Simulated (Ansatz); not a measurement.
**KBr: an elastic constant from a strain scan**

These are results of DFT PBEsol, scalar-relativistic, plane waves, PAW in Ansatz 0.2.0, not measurements. The runs took a 420 eV cutoff, a Γ-centred 6×6×6 mesh and Gaussian smearing (0.05 eV). No spin polarisation. Energies are free energies at this smearing, counted from the undisturbed cell; pressure is positive in compression.

The undisturbed cell (as given, not relaxed at this level; it stands at -0.2 GPa):

```
K Br
1.0
     0.00000    3.29250    3.29250
     3.29250    0.00000    3.29250
     3.29250    3.29250    0.00000
K Br
1 1
Direct
  0.00000 0.00000 0.00000
  0.50000 0.50000 0.50000
```

The cell is strained by ε times the Voigt pattern (0, 0, 0, 1, 0, 0) (xx, yy, zz, yz, xz, xy; engineering shear) with fractional coordinates fixed. The cell holds 2 atoms in V0 = 71.39 Å³. The stress column is τ = (1/V0) dE/dε, got from the stress tensor σ (compression positive) at each point as −det(1 + εP) σ : P(1 + εP)⁻¹, with P the pattern as a tensor.

```
      ε  ΔE (meV/atom)  τ (GPa)
-0.0875          4.313   -0.447
-0.0750          3.161   -0.381
-0.0625          2.189   -0.316
-0.0500          1.399   -0.252
-0.0375          0.786   -0.188
-0.0250          0.349   -0.125
-0.0125          0.088   -0.063
 0.0000          0.000    0.000
 0.0125          0.088    0.063
 0.0250          0.349    0.125
 0.0375          0.786    0.188
 0.0500          1.399    0.252
 0.0625          2.189    0.316
 0.0750          3.161    0.381
 0.0875          4.313    0.447
 0.1000              ?        ?
```

Which combination of elastic constants does this scan measure, and how large is it?

For small ε, τ = τ0 + Kε with K = pᵀCp, which for this pattern is C44 in the cubic axes. The parabola through τ at ε = -0.0125, 0 and 0.0125 has slope K = 5.0 GPa at zero. The energies per cell, E = NΔE, of the wider pair ε = ±0.0250 give K = 2[E(ε₊)/ε₊ − E(ε₋)/ε₋]/[(ε₊ − ε₋)V0] = 5.0 GPa, in agreement. The start is under stress, which shifts K from the elastic constant by about the size of that stress.

Predict the withheld row at ε = 0.1000 from the harmonic law, and compare.

ΔE = V0(τ0 ε + Kε²/2)/N = 5.575 meV/atom and τ = 0.50 GPa. The calculation gives 5.652 meV/atom and 0.51 GPa, a miss of 1.4 % of the harmonic energy, so the harmonic law still holds here.